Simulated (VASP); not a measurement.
Here is a VASP 6.6.1 calculation.

Contents of INCAR:

```
  PREC = Accurate
  ENCUT = 700
  EDIFF = 1E-6
  ISMEAR = 0
  SIGMA = 0.1
  LREAL = F
  LASPH = T
  NELM = 60
  ALGO = Normal
  ISIF = 2
  LWAVE = F
  LCHARG = T
  GGA = PS
  LELF = T
  LVHAR = T
```

The input KPOINTS:

```
Automatic mesh
0
Gamma
  18 18 18
```

POSCAR

```
Ta
1.0
   -1.6407700000      1.6407700000      1.6407700000
    1.6407700000     -1.6407700000      1.6407700000
    1.6407700000      1.6407700000     -1.6407700000
Ta
1
Direct
    0.0000000000      0.0000000000      0.0000000000
```

Potentials or basis: VASP PAW PBE potentials, release 64 (Ta_pv).

Run with:

```console
$ cat potpaw_PBE.64/Ta_pv/POTCAR > POTCAR
$ mpirun -np 1 vasp_std > vasp.out
```

Q: What does it give for the band gap on the k mesh?

A: None (metal or under the smearing width).

Q: Predict the pressure.

A: 0.0 GPa.

Caveat: the PAW data sets were made with another functional, which shifts forces and pressure a little. Spin-orbit coupling is left out, which matters for the levels of Ta.
